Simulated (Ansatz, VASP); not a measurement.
# One calculation of KCl, two programs

Contents of INCAR:

```
  PREC = Accurate
  ENCUT = 520
  EDIFF = 1E-8
  ISMEAR = -1
  SIGMA = 0.01
  LREAL = F
  LASPH = T
  NELM = 100
  ALGO = Normal
  ISIF = 2
  LWAVE = F
  LCHARG = F
  GGA = PE
  LEFG = T
  NBANDS = 15
```

Contents of KPOINTS:

```
regular mesh
0
Gamma
  7 7 7
```

File POSCAR:

```
KCl
1.0
    3.5806865970      0.0000000000      0.0000000000
    0.0000000000      3.5806865970      0.0000000000
    0.0000000000      0.0000000000      3.7430200000
K Cl
1 1
Direct
    0.0000000000      0.0000000000      0.0000000000
    0.5000000000      0.5000000000      0.5000000000
```

Input for Ansatz:

```yaml
crystal:
  lattice:
    - [3.580686597, 0.0, 0.0]
    - [0.0, 3.580686597, 0.0]
    - [0.0, 0.0, 3.74302]
  atoms:
    - { symbol: K, position: [0.0, 0.0, 0.0] }
    - { symbol: Cl, position: [0.5, 0.5, 0.5] }
kpoints:
  mp_grid: { grid: [7, 7, 7] }
scf:
  occupations: { method: fermi_dirac, width: 0.01 }
hamiltonian:
  xc: pbe
  pseudopotentials: { kind: all_electron, datasets: crystal }
output:
  forces: true
  stress: true
  eigenvalues: true
  efg: { contact_densities: true }
```

Change from the starting cell: z stretched by +3 % at fixed volume, crystal datasets.

Alike in both runs: task electric field gradients; functional PBE; k mesh 7 × 7 × 7; occupations fermi-dirac, width 0.01 eV; no spin polarisation.

```csv
,VASP,Ansatz
version,VASP 6.6.1,Ansatz 0.2.0
potentials or method,"VASP PAW PBE potentials, release 64 (K_sv, Cl)","all-electron PAW with datasets made for the crystal, scalar-relativistic"
plane-wave cutoff (eV),520,see its input
```

VASP gave:

| Item | Value |
| --- | --- |
| gap on the k mesh at the Fermi level (eV) | 5.47 |
| pressure (GPa) | 4.5 |
| largest component of the traceless stress (GPa) | 1.52 |
| Vzz of the field gradient on the site that differs most (V/Å²) | 11.3 |

Task: Estimate Ansatz's values.

Result: gap on the k mesh at the Fermi level (eV): 5.47; pressure (GPa): 4.5; largest component of the traceless stress (GPa): 1.52; Vzz of the field gradient on the site that differs most (V/Å²): 11.6.

Ansatz ran all-electron here, so the differences hold the error of VASP's frozen core and of both bases.

Caveats: an odd mesh through Γ misses points on the zone boundary, where band edges often lie.
